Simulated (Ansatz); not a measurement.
**Density of states of InP**

```cif
data_structure
_symmetry_space_group_name_H-M 'Fm-3m'
_symmetry_Int_Tables_number 225
_cell_length_a 5.7100
_cell_length_b 5.7100
_cell_length_c 5.7100
_cell_angle_alpha 90.000
_cell_angle_beta 90.000
_cell_angle_gamma 90.000
_cell_volume 186.17
loop_
_atom_site_label
_atom_site_type_symbol
_atom_site_symmetry_multiplicity
_atom_site_Wyckoff_symbol
_atom_site_fract_x
_atom_site_fract_y
_atom_site_fract_z
_atom_site_occupancy
In1 In 4 a 0.00000 0.00000 0.00000 1
P1 P 4 b 0.50000 0.00000 0.00000 1
```

The runs use the primitive cell with vectors (0.000, 2.855, 2.855), (2.855, 0.000, 2.855), (2.855, 2.855, 0.000) Å, to which the k mesh refers.

The cell comes from COD entry 1538565, which wasn't checked; take it as a given geometry.

No spin–orbit coupling, which matters for the heavy atoms here.

All numbers below come from DFT, PBEsol, all-electron LAPW, scalar-relativistic in Ansatz 0.2.0.

Settings: a Γ-centred 11×11×11 k mesh, Fermi–Dirac smearing of 0.03 eV, basis error target 0.25 meV/atom, no spin polarisation.

States per eV and cell, averaged over 0.4 eV, from -9.8 to 2.8 eV, with energies (bin centres) from the Fermi level; empty bins are left out. 

```csv
E (eV),total
-9.7,0.92
-9.3,1.23
-8.9,1.42
-8.5,0.03
-6.1,0.12
-5.7,0.53
-5.3,1.01
-4.9,1.12
-4.5,1.05
-4.1,0.49
-3.7,0.55
-3.3,0.73
-2.9,0.81
-2.5,0.92
-2.1,1.25
-1.7,1.35
-1.3,1.33
-0.9,1.33
-0.5,1.37
-0.1,1.44
0.3,0.48
0.7,0.39
1.1,0.51
1.5,0.76
1.9,1.04
2.3,0.94
2.7,0.44
```
